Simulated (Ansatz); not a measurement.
HCN on a (111) slab of Ir (Fm-3m (No. 225)), 3 planes, outer planes Ir (top) and Ir (bottom), 1 a cell of 25.5 Å², relaxed and still whole (its atoms last):

```xyz
15
Lattice="5.4313 0.0000 0.0000 -2.7157 4.7037 0.0000 0.0000 0.0000 24.6503" Properties=species:S:1:pos:R:3 pbc="T T T"
Ir    1.3578    0.7839    8.0000
Ir    0.0000    3.1358    8.0000
Ir    4.0735    0.7839    8.0000
Ir    2.7157    3.1358    8.0000
Ir    2.7157    1.5566   10.1813
Ir    1.3480    3.9254   10.1813
Ir    0.0000    1.5679   10.1781
Ir   -1.3480    3.9254   10.1813
Ir   -1.3490    2.3467   12.3340
Ir    0.0000    0.0102   12.3340
Ir    1.3490    2.3467   12.3340
Ir    2.7157    0.0000   12.5435
C     2.7157    0.0000   15.6266
N     2.7157    0.0000   14.4620
H     2.7157    0.0000   16.6952
```

All numbers below come from DFT PBE+D3(BJ), scalar-relativistic, plane waves, PAW in Ansatz. Cutoff 420 eV; k points 4×4×1 on the computed 15-atom cell (Γ-centred); Gaussian smearing, width 0.10 eV; no spin polarisation. The cell repeats along c with a dipole correction in the vacuum.

It binds with 0.81 eV a molecule against the clean slab and the free molecule (no zero-point or thermal terms); its shortest contact is N–Ir 1.92 Å. Take first-order desorption with no barrier to adsorption, no reaction on the face and an assumed prefactor of 10^13 s⁻¹.

Q: How long does a molecule stay at 400 K?

A: τ = ν⁻¹·exp(E/k_BT) with k_BT = 0.0345 eV: E/k_BT = 23.5, so τ ≈ 2×10^-3 s. At about one hit a site a second (10⁻⁶ mbar) the coverage is near τ × 1 s⁻¹, so a layer needs roughly 6×10^-4 mbar.

Q: Where does its peak lie in a desorption experiment heated at 5 K/s?

A: The peak obeys E/(k_B·T_p²) = (ν/β)·exp(−E/k_BT_p). Solving gives T_p ≈ 307 K (E/k_BT_p = 30.6). An error of 0.1 eV in E moves it by about 38 K, and larger molecules have larger prefactors, which lowers it.

Q: Is this physisorption or chemisorption?

A: The tightest contact, N–Ir 1.92 Å, is 0.90 times the sum of covalent radii, and deformation and lateral interaction add up to +0.32 eV. This is chemisorption.

The molecule may also break up before it leaves, which wasn't tried.